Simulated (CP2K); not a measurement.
Runs of CP2K 2026.2 on ZrN. The structure is cubic, space group Fm-3m (No. 225). The conventional cell has a = 4.600 Å, b = 4.600 Å, c = 4.600 Å, α = 90.00°, β = 90.00°, γ = 90.00°. Zr (site symmetry m-3m) is surrounded by 6 N at 2.30 Å. Around N (site symmetry m-3m) lie 6 Zr at 2.30 Å. 

```tsv
level	EPS_DEFAULT	NGRIDS	bands added on the path	gap on the mesh (eV)	pressure (GPa)
PBE	1.0E-10	4	2	none	-1.3
PBEsol	1.0E-9	5	4	none	(a)
HLE16	1.0E-10	4	2	none	-45.2
PBE	1.0E-9	5	4	none	-1.3
```

Alike in all rows: task band structure; potentials or basis GTH_POTENTIALS Zr GTH-PBE-q12, N GTH-PBE-q5; DZVP-MOLOPT-SR-GTH basis; no spin polarisation; cell as given; k mesh 10 × 10 × 10; smearing fermi-dirac 0.05 eV.

Problem. Estimate the missing entries.

Solution. (a) -7.3.

Caveats: the basis of atomic orbitals isn't converged, which shifts pressures, moduli and gaps; the potentials were made for another functional, which shifts forces and pressure (some runs); the potentials were made for a functional far from this one (some runs); the cell as given lies far from equilibrium (some runs).

A k mesh can miss the band edges, and the runs leave out spin-orbit coupling on Zr.

A gap of «none» marks a metal or a gap under the smearing width.
